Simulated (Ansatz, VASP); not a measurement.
This is a calculation of CuO (Tenorite) for VASP 6.6.1.

File INCAR:

```
SYSTEM = CuO
ALGO = Normal
EDIFF = 1E-6
ENCUT = 520
GGA = CA
ISIF = 2
ISMEAR = -1
LASPH = .True.
LCHARG = .False.
LREAL = .False.
LWAVE = .False.
NBANDS = 25
NELM = 60
PREC = Accurate
SIGMA = 0.05
```

KPOINTS

```
k-points
0
Gamma
  10 10 5
  0 0 0
```

Contents of POSCAR:

```
CuO
1.0
    2.3129616560     -1.6902431073      0.0000000000
    2.3129616560      1.6902431073      0.0000000000
   -0.8489238166      0.0000000000      4.9910572484
Cu O
2 2
Direct
    0.4968000000      0.0032000000      0.5000000000
    0.0032000000      0.4968000000      0.0000000000
    0.4056000000      0.5714000000      0.7537000000
    0.5714000000      0.4056000000      0.2537000000
```

Potentials or basis: VASP PAW LDA potentials, release 64 (Cu, O).

Run with:

```console
$ cat potpaw_LDA.64/Cu/POTCAR potpaw_LDA.64/O/POTCAR > POTCAR
$ mpirun -np 1 vasp_std > vasp.out
```

**Question.** Translate it to Ansatz 0.2.0. Potentials there: all-electron LAPW, scalar-relativistic.

**Answer.** As run (the cutoff follows the program's own potentials):

Contents of input.yaml:

```yaml
crystal:
  lattice:
    - [2.312961656, -1.6902431073, 0.0]
    - [2.312961656, 1.6902431073, 0.0]
    - [-0.8489238166, 0.0, 4.9910572484]
  atoms:
    - { symbol: Cu, position: [0.4968, 0.0032, 0.5] }
    - { symbol: Cu, position: [0.0032, 0.4968, 0.0] }
    - { symbol: O, position: [0.4056, 0.5714, 0.7537] }
    - { symbol: O, position: [0.5714, 0.4056, 0.2537] }
kpoints:
  mp_grid: { grid: [10, 10, 5] }
scf:
  occupations: { method: fermi_dirac, width: 0.05 }
hamiltonian:
  xc: lda
  pseudopotentials: { kind: all_electron, lapw: { basis_error: 0.002 } }
output:
  forces: true
  stress: true
  eigenvalues: true
```

Potentials or basis: all-electron LAPW, scalar-relativistic.

Run with:

```bash
$ ansatz run input.yaml --threads 2 --pin off --max-ram 6144MiB --backend cpu --events-out ev --progress --plain --runs-dir out
```

Both were run:

|  | VASP | Ansatz | Ansatz less VASP |
| --- | --- | --- | --- |
| gap on the k mesh at the Fermi level (eV) | none | none | - |
| pressure (GPa) | -1.4 | -2.1 | -0.74 |
| largest component of the traceless stress (GPa) | 1.59 | 1.95 | +0.360 |
| rms of the force components (eV/Å) | 0.473 | 0.465 | -0.0076 |

Atom by atom the forces differ by 0.021 eV/Å (rms over components). A gap of «none» marks a metal or a gap that the smearing closes. Ansatz ran all-electron here, so the differences hold the error of VASP's frozen core and of both bases.

Caveats: the run has no spin polarisation, though such a crystal can be magnetic; semilocal functionals often make such compounds metallic where correlation or magnetic order opens a gap, which also shifts bond lengths.
